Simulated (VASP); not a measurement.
# KF (P1) in VASP: single point with PBE

Aim: the single point of KF with PBE.

Everything below comes from runs of VASP 6.6.1. Logs are shortened: lines on timing, memory, paths and dates and some standing lists are left out, and cuts for length are marked.

**1. Starting point**

The typed cell holds 2 atoms: a = 3.790 Å, b = 3.862 Å, c = 3.811 Å, α = 60.22°, β = 61.12°, γ = 59.20°.

The cell was built by a generator and needn't be a form met in nature.

**2. Single point, PBE, non-collinear spin, zero start, spin-orbit coupling**

File INCAR:

```
PREC = Accurate ; ENCUT = 520
EDIFF = 1E-6 ; ISMEAR = -1
SIGMA = 0.0257 ; LREAL = F
LASPH = T ; NELM = 150
ALGO = Normal ; ISIF = 2
LWAVE = F ; LCHARG = T
MAGMOM = 0 0 0 0 0 0 ; LORBIT = 11
LSORBIT = T ; GGA_COMPAT = F
LORBMOM = T ; GGA = PE
LVHAR = T ; NBANDS = 28
```

File KPOINTS:

```
Automatic mesh
0
Gamma
  6 6 6
  0.5 0.5 0.5
```

File POSCAR:

```
KF
1.0
    0.0100309600      2.6311420500      2.7274086300
    2.7140913600     -0.0103014200      2.7477410100
    2.7258335900      2.6632166600     -0.0220436500
K F
1 1
Direct
    0.9987380000      0.0154780000      0.9661330000
    0.5074750000      0.4757610000      0.5361410000
```

Potentials or basis: VASP PAW PBE potentials, release 64 (K_sv, F).

Run with:

```console
cat potpaw_PBE.64/K_sv/POTCAR potpaw_PBE.64/F/POTCAR > POTCAR
mpirun -np 1 vasp_ncl > vasp.out
```

OUTCAR:

```text
PREC = Accurate
   ENCUT = 520
   EDIFF = 1E-6
   ISMEAR = -1
   LREAL = F
   LASPH = T
   NELM = 150
   ISIF = 2
   LORBIT = 11
   LSORBIT = T
   GGA = PE

 ion  position               nearest neighbor table
   1  0.999  0.015  0.966-   2 2.44   2 2.64   2 2.67   2 2.81   2 2.85
   2  0.507  0.476  0.536-   1 2.44   1 2.64   1 2.67   1 2.81   1 2.85

  LATTYP: Found a triclinic cell.
 ALAT       =     3.8109549539
 B/A-ratio  =     1.4248234311
 C/A-ratio  =     0.9944206221
 COS(alpha) =     0.0052040601
 COS(beta)  =     0.4829216741
 COS(gamma) =     0.7180608528

  Lattice vectors:

 A1 = (  -2.7258335900,  -2.6632166600,   0.0220436500)
 A2 = (  -5.4298939900,  -0.0217731900,   0.0017112700)
 A3 = (  -0.0100309600,  -2.6311420500,  -2.7274086300)

Analysis of symmetry for initial positions (statically):
=====================================================================
 Subroutine PRICEL returns:
 Original cell was already a primitive cell.

 Routine SETGRP: Setting up the symmetry group for a
 triclinic supercell.

 Subroutine GETGRP returns: Found  1 space group operations
 (whereof  1 operations were pure point group operations)
 out of a pool of  2 trial point group operations.

The static configuration has the point symmetry C_1 .

Analysis of symmetry for dynamics (positions and initial velocities):
=====================================================================
 Subroutine PRICEL returns:
 Original cell was already a primitive cell.

 Routine SETGRP: Setting up the symmetry group for a
 triclinic supercell.

 Subroutine GETGRP returns: Found  1 space group operations
 (whereof  1 operations were pure point group operations)
 out of a pool of  2 trial point group operations.

The dynamic configuration has the point symmetry C_1 .

Analysis of structural, dynamic, and magnetic symmetry:
=====================================================================
 Subroutine PRICEL returns:
 Original cell was already a primitive cell.

 Routine SETGRP: Setting up the symmetry group for a
 triclinic supercell.

 Subroutine GETGRP returns: Found  1 space group operations
 (whereof  1 operations were pure point group operations)
 out of a pool of  2 trial point group operations.

The overall configuration has the point symmetry C_1 .
[... 924 lines left out ...]
      2.68554      5.20068      2.74520         0.096623      0.470327     -0.079789
      2.75778      2.75820      2.67954        -0.096623     -0.470327      0.079789
 -----------------------------------------------------------------------------------
    total drift:                                0.000007      0.000246      0.000071

  FREE ENERGIE OF THE ION-ELECTRON SYSTEM (eV)
  ---------------------------------------------------
  free  energy   TOTEN  =        -8.2448437483 eV

  energy  without entropy=       -8.2448437483  energy(sigma->0) =       -8.24484375

 orbital moment (x)

 # of ion     p       d       tot
 ----------------------------------------
  1        -0.000   0.000  -0.000
  2         0.000   0.000   0.000
 ----------------------------------------
            0.000   0.000   0.000

 orbital moment (y)

 # of ion     p       d       tot
 ----------------------------------------
  1        -0.000  -0.000  -0.000
  2        -0.000   0.000  -0.000
 ----------------------------------------
           -0.000  -0.000  -0.000

 orbital moment (z)

 # of ion     p       d       tot
 ----------------------------------------
  1         0.000  -0.000   0.000
  2         0.000   0.000   0.000
 ----------------------------------------
            0.000  -0.000   0.000

 Spin-Orbit-Coupling matrix elements

 Ion:    1  E_soc:     -0.0079697
 l=   1
     0.0000000    -0.0013285    -0.0013287
    -0.0013285     0.0000000    -0.0013271
    -0.0013287    -0.0013271     0.0000000
 l=   2
     0.0000000     0.0000000     0.0000000     0.0000000    -0.0000002
     0.0000000     0.0000000    -0.0000002     0.0000000    -0.0000001
     0.0000000    -0.0000002     0.0000000    -0.0000001     0.0000000
     0.0000000     0.0000000    -0.0000001     0.0000000    -0.0000000
    -0.0000002    -0.0000001     0.0000000    -0.0000000     0.0000000
 l=   3
     0.0000000     0.0000000     0.0000000     0.0000000     0.0000000     0.0000000     0.0000000
     0.0000000     0.0000000     0.0000000     0.0000000     0.0000000     0.0000000     0.0000000
     0.0000000     0.0000000     0.0000000     0.0000000     0.0000000     0.0000000     0.0000000
     0.0000000     0.0000000     0.0000000     0.0000000     0.0000000     0.0000000     0.0000000
     0.0000000     0.0000000     0.0000000     0.0000000     0.0000000     0.0000000     0.0000000
     0.0000000     0.0000000     0.0000000     0.0000000     0.0000000     0.0000000     0.0000000
     0.0000000     0.0000000     0.0000000     0.0000000     0.0000000     0.0000000     0.0000000

 Ion:    2  E_soc:     -0.0003927
 l=   1
     0.0000000    -0.0000656    -0.0000656
    -0.0000656     0.0000000    -0.0000651
    -0.0000656    -0.0000651     0.0000000
 l=   2
     0.0000000     0.0000000     0.0000000     0.0000000     0.0000000
     0.0000000     0.0000000     0.0000000     0.0000000     0.0000000
     0.0000000     0.0000000     0.0000000     0.0000000     0.0000000
     0.0000000     0.0000000     0.0000000     0.0000000     0.0000000
     0.0000000     0.0000000     0.0000000     0.0000000     0.0000000
 l=   3
     0.0000000     0.0000000     0.0000000     0.0000000     0.0000000     0.0000000     0.0000000
     0.0000000     0.0000000     0.0000000     0.0000000     0.0000000     0.0000000     0.0000000
     0.0000000     0.0000000     0.0000000     0.0000000     0.0000000     0.0000000     0.0000000
     0.0000000     0.0000000     0.0000000     0.0000000     0.0000000     0.0000000     0.0000000
     0.0000000     0.0000000     0.0000000     0.0000000     0.0000000     0.0000000     0.0000000
     0.0000000     0.0000000     0.0000000     0.0000000     0.0000000     0.0000000     0.0000000
     0.0000000     0.0000000     0.0000000     0.0000000     0.0000000     0.0000000     0.0000000

 total charge

# of ion       s       p       d       tot
------------------------------------------
    1        1.958   5.592   0.034   7.585
    2        1.731   4.351   0.000   6.082
--------------------------------------------------
tot          3.689   9.943   0.034  13.667

 magnetization (x)

# of ion       s       p       d       tot
------------------------------------------
    1       -0.000   0.000  -0.000   0.000
    2        0.000   0.000   0.000   0.000
--------------------------------------------------
tot          0.000   0.000  -0.000   0.000

 magnetization (y)

# of ion       s       p       d       tot
------------------------------------------
    1        0.000  -0.000   0.000  -0.000
    2       -0.000  -0.000   0.000  -0.000
--------------------------------------------------
tot         -0.000  -0.000   0.000  -0.000

 magnetization (z)

# of ion       s       p       d       tot
------------------------------------------
    1        0.000  -0.000   0.000  -0.000
    2        0.000  -0.000   0.000   0.000
--------------------------------------------------
tot          0.000  -0.000   0.000  -0.000
```

stdout:

```text
POSCAR found type information on POSCAR K F
 POSCAR found :  2 types and       2 ions
 scaLAPACK will be used
 LDA part: xc-table for (Slater+PW92), standard interpolation
 POSCAR, INCAR and KPOINTS ok, starting setup
 FFT: planning ... GRIDC
 FFT: planning ... GRID_SOFT
 FFT: planning ... GRID
 WAVECAR not read
 entering main loop
```

Run time: 7.4 min. Hardware: 1 thread of Intel Xeon Platinum 8259CL at 2.50GHz (Skylake/Cascade Lake), shared host; peak memory 0.48 GiB.

Results:

```yaml
Free_energy: -8.2448 eV
Pressure: 1.2 GPa
Largest_force: 0.487 eV/Å
Net_moment: 0.00 μB per cell
Valence_electrons_inside_the_program's_atomic_spheres: K 7.58; F 6.08
```

Forces in eV/Å, atoms in the order of the input:
```
K    0.097  0.470 -0.080
F   -0.097 -0.470  0.080
```

Stress tensor (GPa, compression positive):
```
 0.24 -0.31  0.06
-0.31  3.61  0.39
 0.06  0.39 -0.26
```

Moments on the atoms (μB; x, y, z):
```
K   0.00 0.00 0.00
F   0.00 0.00 0.00
```
